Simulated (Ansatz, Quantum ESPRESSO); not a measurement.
## SiC (zinc blende): bulk modulus from a few volumes

How stiff is zinc blende SiC under hydrostatic load? Each row relaxes cell and atoms at a set pressure. The phase is followed to these pressures whether or not it stays the stable one.

Calculated with Quantum ESPRESSO 7.5, PBEsol, GBRV 1.5 ultrasoft potentials, cutoff 680 eV, Fermi–Dirac smearing 0.02 eV, k-mesh 11×11×11, no spin polarisation, no spin-orbit coupling.

Reference cell, relaxed at zero pressure with PBEsol (F-43m): a = 3.0808 Å, b = 3.0808 Å, c = 3.0808 Å, α = 60.00°, β = 60.00°, γ = 60.00°.

```
atom       x       y       z
  Si  0.0000  0.0000  0.0000
   C  0.7500  0.7500  0.7500
```

```
V (Å³/atom)    V/V0  P (GPa)  E − E0 (meV/atom)
    10.5335  1.0189   −4.006                2.5
    10.1167  0.9786    4.997                3.4
     9.9169  0.9593    9.986               12.8
     9.5653  0.9253   19.992               45.4
     9.2647  0.8962   29.977               92.1
```

V0 = 10.3379 Å³ an atom, where the residual pressure P0 is 0.000 GPa. **Question.** Fit the Birch–Murnaghan law and give the pressure and the energy at V = 9.7343 Å³ an atom, a row left out above.

With the Eulerian strain f = ½[(V0/V)^(2/3) − 1] and F = (P − P0)/[3f(1 + 2f)^(5/2)], the third-order law is the line F = B0 + (3/2) B0 (B′ − 4) f.

```
       f  F (GPa)
 0.03790   219.61
 0.02657   220.32
 0.01405   221.01
 0.00726   221.25
−0.00621   221.89
```

A straight line through the 5 rows: the means are 0.01591 for f and 220.82 for F, Σ(Δx)² = 0.001165 and ΣΔxΔy = −0.05968, so the slope is −0.05968/0.001165 = −51.237 and the intercept 220.82 − (−51.237)(0.01591) = 221.63.

Hence B0 = 221.6 GPa and B′ = 4 + (−51.2)/(1.5 × 221.6) = 3.85. For the withheld volume f = 0.02046, F = 220.58 GPa and P = 14.97 GPa. The run itself gives 14.97 GPa, so the estimate misses by 0.00 GPa, a rounding's worth.

Integrating the same law gives E − E0 = (9/2) B0 V0 f²[1 + (B′ − 4) f] + P0(V0 − V), with 1 GPa Å³ = 6.2415 meV: 26.9 meV an atom. The run itself gives 27.0 meV, so the estimate misses by 0.1 meV, a rounding's worth.

The same fit over all rows at other levels or in other programs gives B0 = 222 GPa with PBEsol (Ansatz).

Measured bulk modulus: 228 GPa (arxiv:1808.08201), against 222 GPa here (−3 %).

The calculation is for a static lattice, while measurements hold thermal and zero-point motion.

[Logs are printed without paths, hosts, clocks, repeated set-up lines and the standing remarks that a program may print on its own settings, such as how far it seeks lower states.]
